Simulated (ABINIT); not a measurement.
Runs of ABINIT 10.8.3 (patched build) on ZnO (zincite). The structure is hexagonal, space group P6_3mc (No. 186). The conventional cell has a = 3.249 Å, b = 3.249 Å, c = 5.206 Å, α = 90.00°, β = 90.00°, γ = 120.00°. Zn (site symmetry 3m) has 4 O at 1.97 to 1.98 Å as nearest neighbours. O (site symmetry 3m) is surrounded by 4 Zn at 1.97 to 1.98 Å. 

```tsv
potentials or basis	cutoff (eV)	fine-grid cutoff	gap on the mesh (eV)	pressure (GPa)	largest force (eV/Å)
JTH PAW PBE v2.0	762	1360.57 eV	1.21	-1.2	0.07
SG15 NC PBE v1.2	1361	-	1.27	-0.6	(b)
Ansatz PAW PBE default generated set, frozen core	517	1034.03 eV	(a)	-1.2	0.07
PseudoDojo NC SR PBE v0.4.1 standard	1361	-	1.06	-0.8	0.07
```

Alike in all rows: task single point; level r2SCAN; no spin polarisation; cell as given; k mesh 7 × 7 × 4; smearing fermi-dirac 0.05 eV.

Problem. Fill in the values left out.

Solution. (a) 1.24; (b) 0.08.

Caveats: the PAW data sets were made with another functional, which shifts forces and pressure a little (some runs); the potentials were made for another functional, which shifts forces and pressure (some runs); the atomic spheres overlap (some runs); a meta-GGA on potentials with a model core is unreliable (some runs).

The runs don't all hold the same shells in valence.
